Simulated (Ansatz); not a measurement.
**An elastic constant from a strain scan in Ir**

All numbers below come from Ansatz, DFT PBE, scalar-relativistic, plane waves, PAW. Settings: plane waves to 420 eV, k-mesh 26×26×26 (Γ-centred), Gaussian smearing 0.15 eV. Spin–orbit coupling is left out, which can shift energies with elements as heavy as these. No spin polarisation. Energies are free energies at this smearing, counted from the undisturbed cell; pressure is positive in compression.

Reference structure (relaxed at this level):

```yaml
crystal:
  lattice:
    - [0.00000, 1.93533, 1.93533]
    - [1.93533, 0.00000, 1.93533]
    - [1.93533, 1.93533, 0.00000]
  atoms:
    - { symbol: Ir, position: [0.00000, 0.00000, 0.00000] }
```

The cell is strained by ε times the Voigt pattern (0, 0, 0, 0, 0, 1) (xx, yy, zz, yz, xz, xy; engineering shear) with fractional coordinates fixed. The cell holds 1 atom in V0 = 14.50 Å³. The stress column is τ = (1/V0) dE/dε, got from the stress tensor σ (compression positive) at each point as −det(1 + εP) σ : P(1 + εP)⁻¹, with P the pattern as a tensor.

| ε | ΔE (meV/atom) | τ (GPa) |
| --- | --- | --- |
| -0.0350 | 14.403 | -9.110 |
| -0.0300 | 10.577 | -7.802 |
| -0.0200 | 4.697 | -5.194 |
| -0.0100 | 1.174 | -2.595 |
| 0.0000 | 0.000 | 0.000 |
| 0.0100 | 1.174 | 2.595 |
| 0.0200 | 4.697 | 5.194 |
| 0.0300 | 10.577 | 7.802 |
| 0.0350 | 14.403 | 9.110 |
| 0.0400 | ? | ? |

**Question.** Which combination of elastic constants does this scan measure, and how large is it?

**Answer.** For small ε, τ = τ0 + Kε with K = pᵀCp, which for this pattern is C44 in the cubic axes. The parabola through τ at ε = -0.0100, 0 and 0.0100 has slope K = 259 GPa at zero. The energies per cell, E = NΔE, of the same two points give K = 2[E(ε₊)/ε₊ − E(ε₋)/ε₋]/[(ε₊ − ε₋)V0] = 259 GPa, in agreement.

**Question.** Predict the withheld row at ε = 0.0400 from the harmonic law, and compare.

**Answer.** ΔE = V0(τ0 ε + Kε²/2)/N = 18.783 meV/atom and τ = 10.38 GPa. The calculation gives 18.821 meV/atom and 10.42 GPa, a miss of 0.2 % of the harmonic energy, so the harmonic law still holds here.

In a metal these slopes depend on the k mesh and the smearing.

Cost: 6 runs of about 2.2 core-minutes in all, on Intel Xeon Platinum 8259CL (Skylake/Cascade Lake) (shared hosts).